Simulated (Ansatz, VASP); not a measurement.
One calculation of MgO, two programs

Contents of POSCAR:

```
MgO
1.0
    2.7807500762      0.0000000000      0.0000000000
    0.0000000000      2.7807500762      0.0000000000
    0.0000000000      0.0000000000      2.7807500762
Mg O
1 1
Direct
    0.0000000000      0.0000000000      0.0000000000
    0.5000000000      0.5000000000      0.5000000000
```

INCAR.step1

```
ALGO = Normal
EDIFF = 1E-4
ENCUT = 520
GGA = PE
ISMEAR = 0
LASPH = True
LCHARG = False
LREAL = False
LWAVE = True
NBANDS = 11
NELM = 80
PREC = Accurate
SIGMA = 0.01
```

Contents of INCAR.step2:

```
ALGO = Normal
EDIFF = 1E-6
ENCUT = 520
ISIF = 2
ISMEAR = 0
ISTART = 1
LASPH = True
LCHARG = False
LMIXTAU = True
LREAL = False
LWAVE = False
METAGGA = R2SCAN
NBANDS = 11
NELM = 80
PREC = Accurate
SIGMA = 0.01
```

The input KPOINTS:

```
k-points
0
Gamma
  10 10 10
```

Input for Ansatz:

```yaml
crystal:
  lattice:
    - [2.7807500762, 0.0, 0.0]
    - [0.0, 2.7807500762, 0.0]
    - [0.0, 0.0, 2.7807500762]
  atoms:
    - { symbol: Mg, position: [0.0, 0.0, 0.0] }
    - { symbol: O, position: [0.5, 0.5, 0.5] }
kpoints:
  mp_grid: { grid: [10, 10, 10] }
  band_path:
    path: [[0.0, 0.0, 0.0], [0.0, 0.5, 0.0], [0.5, 0.5, 0.0], [0.5, 0.5, 0.5]]
    npoints: 1
hamiltonian:
  xc: r2scan
scf:
  occupations: { method: fixed }
  n_extra_bands: 4
output:
  forces: true
  stress: true
  eigenvalues: true
```

Change from the starting cell: hydrostatic strain +6.0%.

Alike in both runs: task single point; functional r2SCAN; k mesh 10 × 10 × 10; no spin polarisation.

|  | VASP | Ansatz |
| --- | --- | --- |
| version | VASP 6.6.1 | Ansatz 0.2.0 |
| potentials or method | VASP PAW PBE potentials, release 64 (Mg, O) | plane waves, PAW |
| plane-wave cutoff (eV) | 520 | 500 |
| occupations | gaussian, width 0.01 eV | fixed |
| valence electrons in the cell | 8 | 16 |

Ansatz gave:

- gap on the k mesh at the Fermi level (eV): 2.00
- pressure (GPa): -19.4

Which values does VASP return?

gap on the k mesh at the Fermi level (eV): 1.96; pressure (GPa): -20.1.

The two sets of potentials don't hold the same shells in valence.

Caveats: so large a pressure means that the cell lies far from this level's equilibrium, or that cutoff or potentials fall short (VASP); the potentials were made for another functional, which shifts forces and pressure (VASP). A k mesh can miss the band edges.
